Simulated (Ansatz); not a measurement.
Several occupations of a hcp lattice at one composition, 10 Al, 10 Ti. Sites, in fractions of the cell 4.355 -2.514 -4.645; 4.355 -2.514 4.645; -1.452 -7.542 0.000 Å:

| cell | sites |
| --- | --- |
| all | Al (0.36 0.11 0.40), Al (0.44 0.69 0.40), Al (0.64 0.89 0.60), Ti (0.46 0.21 0.00), Ti (0.54 0.79 0.00) |
| 1 | Al (0.04 0.29 0.00), Al (0.14 0.39 0.60), Al (0.24 0.49 0.20), Al (0.26 0.01 0.80), Al (0.34 0.59 0.80), Al (0.56 0.31 0.60), Al (0.74 0.99 0.20), Ti (0.06 0.81 0.60), Ti (0.16 0.91 0.20), Ti (0.66 0.41 0.20), Ti (0.76 0.51 0.80), Ti (0.84 0.09 0.80), Ti (0.86 0.61 0.40), Ti (0.94 0.19 0.40), Ti (0.96 0.71 0.00) |
| 2 | Al (0.04 0.29 0.00), Al (0.16 0.91 0.20), Al (0.26 0.01 0.80), Al (0.66 0.41 0.20), Al (0.76 0.51 0.80), Al (0.84 0.09 0.80), Al (0.96 0.71 0.00), Ti (0.06 0.81 0.60), Ti (0.14 0.39 0.60), Ti (0.24 0.49 0.20), Ti (0.34 0.59 0.80), Ti (0.56 0.31 0.60), Ti (0.74 0.99 0.20), Ti (0.86 0.61 0.40), Ti (0.94 0.19 0.40) |
| 3 | Al (0.06 0.81 0.60), Al (0.14 0.39 0.60), Al (0.56 0.31 0.60), Al (0.84 0.09 0.80), Al (0.86 0.61 0.40), Al (0.94 0.19 0.40), Al (0.96 0.71 0.00), Ti (0.04 0.29 0.00), Ti (0.16 0.91 0.20), Ti (0.24 0.49 0.20), Ti (0.26 0.01 0.80), Ti (0.34 0.59 0.80), Ti (0.66 0.41 0.20), Ti (0.74 0.99 0.20), Ti (0.76 0.51 0.80) |

Each was relaxed without symmetry on coarser meshes and computed once more. These are results of DFT PBE, scalar-relativistic, plane waves, PAW (Ansatz 0.2.0), not measurements.

Settings: cutoff 420 eV, Γ-centred mesh 5×5×5 on the computed 20-atom cell, Gaussian smearing of 0.10 eV; no spin polarisation.

Warren–Cowley parameters of the first shell of the sublattice with most elements (negative: unlike neighbours preferred):
```csv
cell,Al-Ti
1,0.00
2,-0.13
3,0.07
```

Which occupation is lowest in energy, and by how much?

Cell 2.
```json
{"cell": "2", "E − E(lowest) (meV/atom)": "0.0", "V (Å³/atom)": "16.44"}
{"cell": "1", "E − E(lowest) (meV/atom)": "34.7", "V (Å³/atom)": "16.54"}
{"cell": "3", "E − E(lowest) (meV/atom)": "98.4", "V (Å³/atom)": "16.62"}
```

The final mesh leaves forces up to 0.17 eV/Å and stresses up to 0.3 GPa: the relaxation ran on a coarser mesh, so the cell's shape, its bonds and its energy belong partly to that mesh.

Cost: 6 runs of about 10 core-minutes in all (earlier runs that led there not counted), on Intel Xeon 6975P-C (Granite Rapids) (shared hosts).